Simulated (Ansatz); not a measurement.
Space group Fm-3m (No. 225). a = 5.781 Å, b = 5.781 Å, c = 5.781 Å, α = 90.00°, β = 90.00°, γ = 90.00°
```csv
atom,site,symmetry,x,y,z
Al,4a,m-3m,0.0000,0.0000,0.0000
Cu,4b,m-3m,0.5000,0.0000,0.0000
Cu,8c,-43m,0.2500,0.7500,0.7500
```

Equation of state of this AlCu3 structure (not necessarily the ground state), with shape and atoms relaxed at each volume where symmetry leaves them free. It has no gap at any of these volumes. Method: DFT r2SCAN, scalar-relativistic, plane waves, PAW in Ansatz.

Settings: cutoff 500 eV, Γ-centred mesh 12×12×12 on the computed 4-atom cell, Gaussian smearing of 0.10 eV; no spin polarisation.

```json
{"V (Å³/atom)": "11.353", "E − E(largest V) (meV/atom)": "4.79", "P (GPa)": "10.81"}
{"V (Å³/atom)": "11.715", "E − E(largest V) (meV/atom)": "-12.85", "P (GPa)": "4.94"}
{"V (Å³/atom)": "12.077", "E − E(largest V) (meV/atom)": "-18.30", "P (GPa)": "0.00"}
{"V (Å³/atom)": "12.440", "E − E(largest V) (meV/atom)": "-13.47", "P (GPa)": "-4.16"}
{"V (Å³/atom)": "12.802", "E − E(largest V) (meV/atom)": "0.00", "P (GPa)": "-7.66"}
```

Task: Fit a third-order Birch–Murnaghan equation to E(V).

Result: V0 = 12.08 Å³/atom, B0 = 151 GPa, B0' = 4.7.